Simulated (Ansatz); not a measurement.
## BaO: is the k mesh converged?

BaO in the rock-salt structure, in a typed cell, not relaxed.

```xyz
2
Lattice="0.0000 2.8000 2.8000 2.8000 0.0000 2.8000 2.8000 2.8000 0.0000" Properties=species:S:1:pos:R:3 pbc="T T T"
Ba    0.0000    0.0000    0.0000
O     2.8000    2.8000    2.8000
```

Settings of the Ansatz calculation: PBE; all-electron PAW datasets (no frozen core) at 520 eV; k mesh 6×6×6; fixed occupations; no spin. Phonons (linear response) are harmonic and in cm⁻¹; i marks an unstable mode. Zone-centre lists hold the optical modes without the non-analytic term.

Caveats: coarse k mesh.

At 21.95 Å³ an atom it gives top Γ mode (cm⁻¹) 59; lowest mode at X = [0.5, 0, 0.5] (cm⁻¹) 77; top mode at X = [0.5, 0, 0.5] (cm⁻¹) 189; mean ε∞ 4.17; mean Born charge of Ba (e) 2.72.

**Question.** Repeat on 8×8×8. Do the numbers hold?

**Answer.** 
| k mesh | cutoff (eV) | volume (Å³/atom) | top Γ mode (cm⁻¹) | lowest mode at X = [0.5, 0, 0.5] (cm⁻¹) | top mode at X = [0.5, 0, 0.5] (cm⁻¹) | mean ε∞ | mean Born charge of Ba (e) |
| --- | --- | --- | --- | --- | --- | --- | --- |
| 8×8×8 | 520 | 21.95 | 60 | 77 | 190 | 4.17 | 2.72 |

Yes: these numbers hold within 1 %, and no mode moves by more than 1 cm⁻¹.
